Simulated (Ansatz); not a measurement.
Wanted: the native input for an Ansatz 0.2.0 run.

```
Task                : band structure
Functional          : PBE
Potentials or basis : all-electron LAPW, scalar-relativistic
Cutoff              : 344 eV (chosen from the basis error)
Basis error allowed : 0.001 eV/atom
k mesh              : 10 × 10 × 10
Occupations         : fermi-dirac, width 0.05 eV
Spin                : no spin polarisation
```

HfN:

```xyz
2
Lattice="0.0000 2.2560 2.2560 2.2560 0.0000 2.2560 2.2560 2.2560 0.0000" Properties=species:S:1:pos:R:3 pbc="T T T"
Hf    0.0000    0.0000    0.0000
N     2.2560    2.2560    2.2560
```

One way to write it, as run:

input.yaml

```yaml
crystal:
  lattice:
    - [0.0, 2.256, 2.256]
    - [2.256, 0.0, 2.256]
    - [2.256, 2.256, 0.0]
  atoms:
    - { symbol: Hf, position: [0.0, 0.0, 0.0] }
    - { symbol: "N", position: [0.5, 0.5, 0.5] }
kpoints:
  mp_grid: { grid: [10, 10, 10] }
  band_path:
    path:
      - [0.0, 0.0, 0.0]
      - [0.5, 0.0, 0.5]
      - [0.5, 0.25, 0.75]
      - [0.375, 0.375, 0.75]
      - [0.0, 0.0, 0.0]
      - [0.5, 0.5, 0.5]
      - [0.625, 0.25, 0.625]
      - [0.5, 0.25, 0.75]
    npoints: 12
scf:
  occupations: { method: fermi_dirac, width: 0.05 }
hamiltonian:
  xc: pbe
  pseudopotentials: { kind: all_electron, lapw: { basis_error: 0.001 } }
output:
  forces: true
  stress: true
  eigenvalues: true
```

Potentials or basis: all-electron LAPW, scalar-relativistic.

Command:

```console
$ ansatz run input.yaml --threads 1 --pin off --max-ram 3072MiB --backend cpu --events-out ev --progress --plain --runs-dir out
```

It gave:

```json
{
 "Pressure": "6.7 GPa",
 "Band gap along the path": "none (metal or under the smearing width)"
}
```

Caveat: spin-orbit coupling is left out, which moves the levels of the heavy elements.

Run time: 21 s on 1 thread of Arm Neoverse V1, with other jobs on the host, peak memory 0.33 GiB.
